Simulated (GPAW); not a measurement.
Bi:

```
Bi
1.0
     3.48860   -3.13258    0.00000
     3.48860    3.13258    0.00000
    -1.26023    0.00000    3.11355
Bi
2
Direct
  0.75306 0.75306 0.85738
  0.24694 0.24694 0.14262
```

This isn't the form of Bi at room conditions, which is rhombohedral.

```yaml
Program: GPAW 26.7.0
Task: single point
Functional: PBE
Potentials_or_basis: GPAW PAW data sets (gpaw-data 1.2.1)
Cutoff: 600 eV
Basis: pw
k_mesh: 6 × 6 × 9
Occupations: fermi-dirac, width 0.05 eV
Spin: no spin polarisation
```

On this cell: pressure -0.1 GPa; largest force 0.047 eV/Å; band gap on the k mesh none (metal or under the smearing width).

The same run follows on a disturbed copy (atoms moved at random, drawn with an rms of 0.05 Å):

```
CELL_PARAMETERS angstrom
3.48860 -3.13258 0.00000
3.48860 3.13258 0.00000
-1.26023 0.00000 3.11355
ATOMIC_POSITIONS crystal
Bi 0.75023 0.75159 0.84910
Bi 0.24710 0.25308 0.14475
```

**Question.** What does the disturbed cell give?

**Answer.** The energy (extrapolated to zero smearing) moves by +1.4 meV/atom; pressure -0.2 GPa; largest force 0.100 eV/Å; band gap on the k mesh none (metal or under the smearing width).

Forces on the atoms (eV/Å):
```
Bi   0.085  0.015  0.050
Bi  -0.085 -0.015 -0.050
```

Stress tensor (GPa, compression positive):
```
-0.14 -0.02 -0.31
-0.02 -0.89 -0.02
-0.31 -0.02  0.56
```

Caveats: spin-orbit coupling is left out, which moves the levels of the heavy elements.
